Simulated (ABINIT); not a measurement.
# SnSe2 (P-3m1) in ABINIT: single point with PBEsol

Aim: the single point of SnSe2 with PBEsol.

Program: ABINIT 10.8.3 (patched build). These are calculated values, not measurements. Logs are shortened: lines on timing, memory, paths and dates and some standing lists are left out, and cuts for length are marked. The log counts tension as positive stress, the text compression.

## Step 1: The undisturbed crystal

Symmetry: P-3m1, No. 164, trigonal system. Conventional cell: a = 3.811 Å, b = 3.811 Å, c = 6.136 Å, α = 90.00°, β = 90.00°, γ = 120.00°. Around Sn (site symmetry -3m) lie 6 Se at 2.68 Å. Around Se (site symmetry 3m) lie 3 Sn at 2.68 Å.

## Step 2: Single point, PBEsol (atoms moved at random, drawn with an rms of 0.05 Å)

The input, run.abi:

```
# Pseudopotentials
pp_dirpath "./"
pseudos "Sn.upf, Se.upf"

# Structure
acell 3.811 3.811 6.136 Angstrom
rprim
     1.0000000000     0.0000000000     0.0000000000
    -0.5000000000     0.8660254038     0.0000000000
     0.0000000000     0.0000000000     1.0000000000
ntypat 2
znucl 50 34
natom 3
typat 1 2 2
xred
    -0.0030730000    -0.0040420000    -0.0018790000
     0.6689860000     0.3423530000     0.7494690000
     0.3331800000     0.6684560000     0.2531690000
chkprim 0
chksymtnons 0
tolsym 1.0e-6

# Plane-wave basis
ecut 43.0

# k points
kptopt 1
ngkpt 8 8 5
nshiftk 1
shiftk 0.0 0.0 0.0

# Exchange and correlation
ixc -116133

# Bands and occupations
nband 28
occopt 3
tsmear 0.05 eV

# SCF cycle
nstep 100
tolvrs 1.0e-10

# Output
iomode 3
prtwf 0
prtden 0
prteig 0
prtebands 0
```

Potentials or basis: PseudoDojo NC SR PBEsol v0.4.1 standard.

Started as:

```sh
abinit run.abi > log 2>&1
```

run.abo:

```text
.Version 10.8.3 of ABINIT
 Symmetries : space group P1 (#  1); Bravais aP (primitive triclinic)
================================================================================
 Values of the parameters that define the memory need of the present run
     intxc =       0    ionmov =       0      iscf =       7    lmnmax =       6
     lnmax =       6     mgfft =      72  mpssoang =       3    mqgrid =    3423
     natom =       3  nloc_mem =       1    nspden =       1   nspinor =       1
    nsppol =       1      nsym =       1    n1xccc =    2501    ntypat =       2
    occopt =       3   xclevel =       2
       mpw =        7060          nfft =      145800          nkpt =         162
================================================================================
================================================================================

--------------------------------------------------------------------------------
------------- Echo of variables that govern the present computation ------------
--------------------------------------------------------------------------------
 -outvars: echo values of preprocessed input variables --------
            acell      7.2017462658E+00  7.2017462658E+00  1.1595359509E+01 Bohr
              amu      1.18710000E+02  7.89600000E+01
          chkprim           0
      chksymtnons           0
             ecut      4.30000000E+01 Hartree
                       outvar_i_n : Printing only first  50 k-points.
              ixc     -116133
                       outvar_i_n : Printing only first  50 k-points.
         kptrlatt        8    0    0      0    8    0      0    0    5
          kptrlen      5.76139701E+01
            natom           3
            nband          28
            ngfft          45      45      72
             nkpt         162
            nstep         100
             nsym           1
           ntypat           2
                       prtocc : prtvol=0, do not print more k-points.
           occopt           3
           prtden           0
        prtebands           0
           prteig           0
            prtwf           0
            rprim      1.0000000000E+00  0.0000000000E+00  0.0000000000E+00
                      -5.0000000000E-01  8.6602540380E-01  0.0000000000E+00
                       0.0000000000E+00  0.0000000000E+00  1.0000000000E+00
          spgroup           1
           tolsym      1.00000000E-06
           tolvrs      1.00000000E-10
           tsmear      1.83746611E-03 Hartree
            typat      1  2  2
                       outvars : Printing only first  50 k-points.
           xangst     -4.0091720000E-03 -1.3340309014E-02 -1.1529544000E-02
                       1.8971520045E+00  1.1299096516E+00  4.5987417840E+00
                      -3.9939280000E-03  2.2061874325E+00  1.5534449840E+00
            xcart     -7.5762370717E-03 -2.5209530471E-02 -2.1787680517E-02
                       3.5850977077E+00  2.1352197885E+00  8.6903624955E+00
                      -7.5474300866E-03  4.1690900298E+00  2.9355855714E+00
             xred     -3.0730000000E-03 -4.0420000000E-03 -1.8790000000E-03
                       6.6898600000E-01  3.4235300000E-01  7.4946900000E-01
                       3.3318000000E-01  6.6845600000E-01  2.5316900000E-01
            znucl       50.00000   34.00000

================================================================================

 chkinp: Checking input parameters for consistency.

================================================================================
== DATASET  1 ==================================================================

--- !DatasetInfo
iteration_state: {dtset: 1, }
dimensions: {natom: 3, nkpt: 162, mband: 28, nsppol: 1, nspinor: 1, nspden: 1, mpw: 7060, }
cutoff_energies: {ecut:  43.0, pawecutdg:  -1.0, }
electrons: {nelect:   4.60000000E+01, charge:   0.00000000E+00, occopt:   3.00000000E+00, tsmear:   1.83746611E-03, }
meta: {optdriver: 0, ionmov: 0, optcell: 0, iscf: 7, paral_kgb: 0, }
...

 Real(R)+Recip(G) space primitive vectors, cartesian coordinates (Bohr,Bohr^-1):
 R(1)=  7.2017463  0.0000000  0.0000000  G(1)=  0.1388552  0.0801681  0.0000000
 R(2)= -3.6008731  6.2368952  0.0000000  G(2)=  0.0000000  0.1603362  0.0000000
 R(3)=  0.0000000  0.0000000 11.5953595  G(3)=  0.0000000  0.0000000  0.0862414
 Unit cell volume ucvol=  5.2082339E+02 bohr^3
 Angles (23,13,12)=  9.00000000E+01  9.00000000E+01  1.20000000E+02 degrees

 getcut: wavevector=  0.0000  0.0000  0.0000  ngfft=  45  45  72
         ecut(hartree)=     43.000   => boxcut(ratio)=   2.06974

--- Pseudopotential description ------------------------------------------------
- pspini: atom type   1  psp file is ./Sn.upf
12 -116133 2 -1 1628                          pspcod,pspxc,lmax,lloc,mmax
     nproj     2     2     2

- pspini: atom type   2  psp file is ./Se.upf
12 -116133 2 -1 1198                          pspcod,pspxc,lmax,lloc,mmax
     nproj     2     2     2

   4.17694235E+03                                ecore*ucvol(ha*bohr**3)
--------------------------------------------------------------------------------

================================================================================

--- !BeginCycle
iteration_state: {dtset: 1, }
solver: {iscf: 7, nstep: 100, nline: 4, wfoptalg: 0, }
tolerances: {tolvrs: 1.00E-10, }
...

     iter   Etot(hartree)      deltaE(h)  residm     vres2
 ETOT  1  -318.85439225091    -3.189E+02 1.225E+00 1.153E+02
 ETOT  2  -320.88278813663    -2.028E+00 8.043E-02 1.531E+01
 ETOT  3  -320.88482092177    -2.033E-03 5.666E-02 2.135E+00
 ETOT  4  -320.88487772523    -5.680E-05 3.936E-03 2.912E-01
 ETOT  5  -320.88491230152    -3.458E-05 5.243E-03 4.427E-03
 ETOT  6  -320.88491252912    -2.276E-07 2.664E-03 1.091E-03
 ETOT  7  -320.88491258583    -5.671E-08 1.996E-03 1.044E-04
 ETOT  8  -320.88491259029    -4.469E-09 7.088E-04 1.378E-05
 ETOT  9  -320.88491259089    -5.994E-10 4.161E-04 7.787E-07
 ETOT 10  -320.88491259093    -4.007E-11 1.376E-04 2.648E-08
 ETOT 11  -320.88491259093    -1.137E-13 8.760E-05 4.214E-09
 ETOT 12  -320.88491259093     2.672E-12 2.758E-05 2.685E-10
 ETOT 13  -320.88491259093    -1.307E-12 1.778E-05 5.443E-11

 At SCF step   13       vres2   =  5.44E-11 < tolvrs=  1.00E-10 =>converged.

 Cartesian components of stress tensor (hartree/bohr^3)
  sigma(1 1)= -5.27049300E-05  sigma(3 2)= -1.24568259E-05
  sigma(2 2)= -6.06405901E-05  sigma(3 1)=  1.74325087E-06
  sigma(3 3)= -9.74107704E-05  sigma(2 1)= -4.63193631E-07

--- !ResultsGS
iteration_state: {dtset: 1, }
comment   : Summary of ground state results
lattice_vectors:
- [  7.2017463,   0.0000000,   0.0000000, ]
- [ -3.6008731,   6.2368952,   0.0000000, ]
- [  0.0000000,   0.0000000,  11.5953595, ]
lattice_lengths: [   7.20175,    7.20175,   11.59536, ]
lattice_angles: [ 90.000,  90.000, 120.000, ] # degrees, (23, 13, 12)
lattice_volume:   5.2082339E+02
convergence: {deltae: -1.307E-12, res2:  5.443E-11, residm:  1.778E-05, diffor: null, }
etotal    :  -3.20884913E+02
entropy   :   0.00000000E+00
fermie    :   1.50297334E-01
cartesian_stress_tensor: # hartree/bohr^3
- [ -5.27049300E-05,  -4.63193631E-07,   1.74325087E-06, ]
- [ -4.63193631E-07,  -6.06405901E-05,  -1.24568259E-05, ]
- [  1.74325087E-06,  -1.24568259E-05,  -9.74107704E-05, ]
pressure_GPa:   2.0669E+00
xred      :
- [ -3.0730E-03,  -4.0420E-03,  -1.8790E-03, Sn]
- [  6.6899E-01,   3.4235E-01,   7.4947E-01, Se]
- [  3.3318E-01,   6.6846E-01,   2.5317E-01, Se]
cartesian_forces: # hartree/bohr
- [ -2.43182800E-04,   4.02283129E-03,   6.20371164E-03, ]
- [  3.13194613E-04,  -3.33180367E-03,  -1.20007265E-02, ]
- [ -7.00118129E-05,  -6.91027621E-04,   5.79701483E-03, ]
force_length_stats: {min:   5.83847598E-03, max:   1.24585891E-02, mean:   8.56497536E-03, }
...

 Integrated electronic density in atomic spheres:
 ------------------------------------------------
 Atom  Sphere_radius  Integrated_density
    1        2.00000         10.49134645
    2        2.00000         13.23470969
    3        2.00000         13.22675971
================================================================================

 ----iterations are completed or convergence reached----

 Mean square residual over all n,k,spin=   17.982E-09; max=  17.776E-06
 reduced coordinates (array xred) for    3 atoms
      -0.003073000000     -0.004042000000     -0.001879000000
       0.668986000000      0.342353000000      0.749469000000
       0.333180000000      0.668456000000      0.253169000000
 rms dE/dt=  5.7961E-02; max dE/dt=  1.3914E-01; dE/dt below (all hartree)
    1       0.001750171483     -0.025961395664     -0.071949911324
    2      -0.002256717468      0.021912136418      0.139137093134
    3       0.000503037976      0.004062015190     -0.067234115653

 cartesian coordinates (angstrom) at end:
    1     -0.00400917200000    -0.01334030901371    -0.01152954400000
    2      1.89715200450000     1.12990965160088     4.59874178400000
    3     -0.00399392800000     2.20618743247617     1.55344498400000

 cartesian forces (hartree/bohr) at end:
    1     -0.00024318279972     0.00402283129003     0.00620371163625
    2      0.00031319461263    -0.00333180366906    -0.01200072646697
    3     -0.00007001181291    -0.00069102762097     0.00579701483071
 frms,max,avg= 5.2071808E-03 1.2000726E-02   1.624E-07 -5.880E-07  1.349E-06 h/b

 cartesian forces (eV/Angstrom) at end:
    1     -0.01250496234490     0.20686230218223     0.31900767857940
    2      0.01610511451487    -0.17132823320465    -0.61710216656784
    3     -0.00360015216997    -0.03553406897758     0.29809448798844
 frms,max,avg= 2.6776401E-01 6.1710217E-01   8.349E-06 -3.024E-05  6.938E-05 e/A
 length scales=  7.201746265835  7.201746265835 11.595359508570 bohr
              =  3.811000000000  3.811000000000  6.136000000000 angstroms
 Fermi (or HOMO) energy (hartree) =   0.15030   Average Vxc (hartree)=  -0.37565
 Eigenvalues (hartree) for nkpt= 162  k points:
 kpt#   1, nband= 28, wtk=  0.00313, kpt=  0.0000  0.0000  0.0000 (reduced coord)
  -1.58928   -1.58924   -1.58759   -1.58712   -1.58667   -1.58551   -1.58550   -1.58394
  -1.58387   -1.58335   -0.64271   -0.64256   -0.64117   -0.64068   -0.64067   -0.37757
  -0.31274   -0.09010    0.10979    0.11430    0.12312    0.12478    0.13630    0.17176
   0.24327    0.30402    0.30753    0.43241
      occupation numbers for kpt#   1
   2.00000    2.00000    2.00000    2.00000    2.00000    2.00000    2.00000    2.00000
   2.00000    2.00000    2.00000    2.00000    2.00000    2.00000    2.00000    2.00000
   2.00000    2.00000    2.00000    2.00000    2.00000    2.00000    1.99902    0.00002
   0.00000    0.00000    0.00000    0.00000
 prteigrs : prtvol=0 or 1, do not print more k-points.

--- !EnergyTerms
iteration_state     : {dtset: 1, }
comment             : Components of total free energy in Hartree
kinetic             :  2.03907152474382E+02
hartree             :  9.52728297644165E+01
xc                  : -6.98098209358780E+01
Ewald energy        : -1.71268481552969E+02
psp_core            :  8.01988238232346E+00
local_psp           : -2.59608398798920E+02
non_local_psp       : -1.27398073573001E+02
internal            : -3.20884910239646E+02
'-kT*entropy'       : -2.35128674819559E-06
total_energy        : -3.20884912590933E+02
total_energy_eV     : -8.73172329701972E+03
band_energy         : -3.90166266127256E+01
...

 Cartesian components of stress tensor (hartree/bohr^3)
  sigma(1 1)= -5.27049300E-05  sigma(3 2)= -1.24568259E-05
  sigma(2 2)= -6.06405901E-05  sigma(3 1)=  1.74325087E-06
  sigma(3 3)= -9.74107704E-05  sigma(2 1)= -4.63193631E-07

-Cartesian components of stress tensor (GPa)         [Pressure=  2.0669E+00 GPa]
- sigma(1 1)= -1.55063258E+00  sigma(3 2)= -3.66492472E-01
- sigma(2 2)= -1.78410776E+00  sigma(3 1)=  5.12882113E-02
- sigma(3 3)= -2.86592381E+00  sigma(2 1)= -1.36276271E-02

== END DATASET(S) ==============================================================
================================================================================

 -outvars: echo values of variables after computation  --------
            acell      7.2017462658E+00  7.2017462658E+00  1.1595359509E+01 Bohr
           etotal     -3.2088491259E+02
            fcart     -2.4318279972E-04  4.0228312900E-03  6.2037116363E-03
                       3.1319461263E-04 -3.3318036691E-03 -1.2000726467E-02
                      -7.0011812909E-05 -6.9102762097E-04  5.7970148307E-03
            rprim      1.0000000000E+00  0.0000000000E+00  0.0000000000E+00
                      -5.0000000000E-01  8.6602540380E-01  0.0000000000E+00
                       0.0000000000E+00  0.0000000000E+00  1.0000000000E+00
           strten     -5.2704930013E-05 -6.0640590093E-05 -9.7410770433E-05
                      -1.2456825941E-05  1.7432508681E-06 -4.6319363070E-07
           xangst     -4.0091720000E-03 -1.3340309014E-02 -1.1529544000E-02
                       1.8971520045E+00  1.1299096516E+00  4.5987417840E+00
                      -3.9939280000E-03  2.2061874325E+00  1.5534449840E+00
             xred     -3.0730000000E-03 -4.0420000000E-03 -1.8790000000E-03
                       6.6898600000E-01  3.4235300000E-01  7.4946900000E-01
                       3.3318000000E-01  6.6845600000E-01  2.5316900000E-01
 Calculation completed.
```

Run time: 21 min. Hardware: 1 thread of Arm Neoverse V2, shared host; peak memory 0.57 GiB.

Results:

* Free energy: -8731.7233 eV
* Pressure: 2.1 GPa
* Largest force: 0.641 eV/Å
* Band gap on the k mesh: 0.66 eV, indirect (least direct gap 0.97 eV)
* Valence electrons inside the program's atomic spheres: Sn 10.49; Se 13.23

Forces on the atoms (eV/Å):
```
Sn  -0.013  0.207  0.319
Se   0.016 -0.171 -0.617
Se  -0.004 -0.036  0.298
```

Stress tensor (GPa, compression positive):
```
 1.55  0.01 -0.05
 0.01  1.78  0.37
-0.05  0.37  2.87
```

Caveat: spin-orbit coupling is left out, which moves the levels of the heavy elements; an odd mesh through Γ misses points on the zone boundary, where band edges often lie.
